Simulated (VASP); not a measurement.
**Mn3Sb: equation of state with r2SCAN**

The system is Mn3Sb.

```xyz
4
Lattice="3.7878 0.0000 0.0000 0.0000 3.7878 0.0000 0.0000 0.0000 3.7878" Properties=species:S:1:pos:R:3 pbc="T T T"
Sb    0.0000    0.0000    0.0000
Mn    1.8939    0.0000    1.8939
Mn    1.8939    1.8939    0.0000
Mn    0.0000    1.8939    1.8939
```

The cell comes from a database or a generator and needn't be the stable form of this composition.

```json
{
  "Program": "VASP 6.6.1",
  "Task": "equation of state",
  "Functional": "r2SCAN",
  "Potentials or basis": "VASP PAW PBE potentials, release 64 (Sb, Mn_pv)",
  "Cutoff": "520 eV",
  "k mesh": "7 × 7 × 7",
  "Occupations": "fermi-dirac, width 0.05 eV",
  "Spin": "collinear spin, ferromagnetic start",
  "Starting moments": "[0.0, 4.0, 4.0, 4.0] μB"
}
```

- Equilibrium volume: outside the volumes run

Energy against volume, from the lowest point:
| volume (Å³/atom) | energy (meV/atom) |
| --- | --- |
| 13.032 | 79.75 |
| 13.309 | 66.36 |
| 13.586 | 58.65 |
| 14.141 | 17.46 |
| 14.418 | 0.00 |

All runs of the series together: 22 min on 1 thread of Intel(R) Xeon(R) Platinum 8259CL CPU @ 2.50GHz (Skylake/Cascade Lake), on a shared host.

Caveat: the PAW data sets were made with another functional, which shifts forces and pressure a little. Spin-orbit coupling is left out, which matters for the levels of Sb.
